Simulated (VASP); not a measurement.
Here is a VASP 6.6.1 calculation.

POSCAR

```
CuI                                     
1.0
    0.0000000000      2.9863688734      2.9863688734
    2.9863688734      0.0000000000      2.9863688734
    2.9863688734      2.9863688734     -0.0000000000
  Cu              I             
     1     1
Direct
     0.0000000000000000    0.0000000000000000    0.0000000000000000
     0.2500000000000000    0.2500000000000000    0.2500000000000000
```

The input INCAR.step1:

```
SYSTEM = CuI
ALGO     = Normal         ! electronic algorithm
EDIFF    = 1E-7           ! SCF threshold, eV
ENCUT    = 520            ! plane-wave cutoff, eV
GGA      = PE             ! functional
ISIF     = 2              ! what is computed and relaxed
ISMEAR   = 0              ! smearing method
IVDW     = 12             ! dispersion correction
LASPH    = .TRUE.         ! aspherical terms in the spheres
LCHARG   = .TRUE.         ! write CHGCAR
LMAXMIX  = 4              ! l up to which the mixer works
LREAL    = .FALSE.        ! projectors in reciprocal space
LWAVE    = .FALSE.        ! write WAVECAR
NBANDS   = 16             ! bands
NELM     = 80             ! most SCF steps
PREC     = Accurate       ! precision mode
SIGMA    = 0.02           ! smearing width, eV
```

Contents of KPOINTS.step1:

```
k-points
0
G
  8 8 8
  0 0 0
```

INCAR.step2

```
SYSTEM = CuI
ALGO     = Normal         ! electronic algorithm
EDIFF    = 1E-7           ! SCF threshold, eV
ENCUT    = 520            ! plane-wave cutoff, eV
GGA      = PE             ! functional
ICHARG   = 11             ! starting density
ISIF     = 2              ! what is computed and relaxed
ISMEAR   = 0              ! smearing method
IVDW     = 12             ! dispersion correction
LASPH    = .TRUE.         ! aspherical terms in the spheres
LCHARG   = .FALSE.        ! write CHGCAR
LMAXMIX  = 4              ! l up to which the mixer works
LREAL    = .FALSE.        ! projectors in reciprocal space
LWAVE    = .FALSE.        ! write WAVECAR
NBANDS   = 16             ! bands
NELM     = 80             ! most SCF steps
PREC     = Accurate       ! precision mode
SIGMA    = 0.05           ! smearing width, eV
```

The input KPOINTS.step2:

```
path GXWKGLUWLK,UX
10
line-mode
reciprocal
 0.0000000000  0.0000000000  0.0000000000  G
 0.5000000000  0.0000000000  0.5000000000  X

 0.5000000000  0.0000000000  0.5000000000  X
 0.5000000000  0.2500000000  0.7500000000  W

 0.5000000000  0.2500000000  0.7500000000  W
 0.3750000000  0.3750000000  0.7500000000  K

 0.3750000000  0.3750000000  0.7500000000  K
 0.0000000000  0.0000000000  0.0000000000  G

 0.0000000000  0.0000000000  0.0000000000  G
 0.5000000000  0.5000000000  0.5000000000  L

 0.5000000000  0.5000000000  0.5000000000  L
 0.6250000000  0.2500000000  0.6250000000  U

 0.6250000000  0.2500000000  0.6250000000  U
 0.5000000000  0.2500000000  0.7500000000  W

 0.5000000000  0.2500000000  0.7500000000  W
 0.5000000000  0.5000000000  0.5000000000  L

 0.5000000000  0.5000000000  0.5000000000  L
 0.3750000000  0.3750000000  0.7500000000  K

 0.6250000000  0.2500000000  0.6250000000  U
 0.5000000000  0.0000000000  0.5000000000  X
```

Potentials or basis: VASP PAW PBE potentials, release 64 (Cu, I).

Command:

```console
$ cat potpaw_PBE.64/Cu/POTCAR potpaw_PBE.64/I/POTCAR > POTCAR
$ cp INCAR.step1 INCAR
$ cp KPOINTS.step1 KPOINTS
$ mpirun -np 1 vasp_std > vasp.out
$ cp INCAR.step2 INCAR
$ cp KPOINTS.step2 KPOINTS
$ mpirun -np 1 vasp_std > vasp.out
```

(1) What does it give for the band gap along the path?

(2) Predict the dispersion energy per atom.

(3) Predict the band gap on the k mesh.

Answers

(1) 1.27 eV, direct.

(2) -0.360 eV.

(3) 1.27 eV, direct.

Caveat: the log is that of the step along the path at fixed density, whose energy, stress, charges and moments have no meaning; spin-orbit coupling is left out, which moves the levels of the heavy elements.
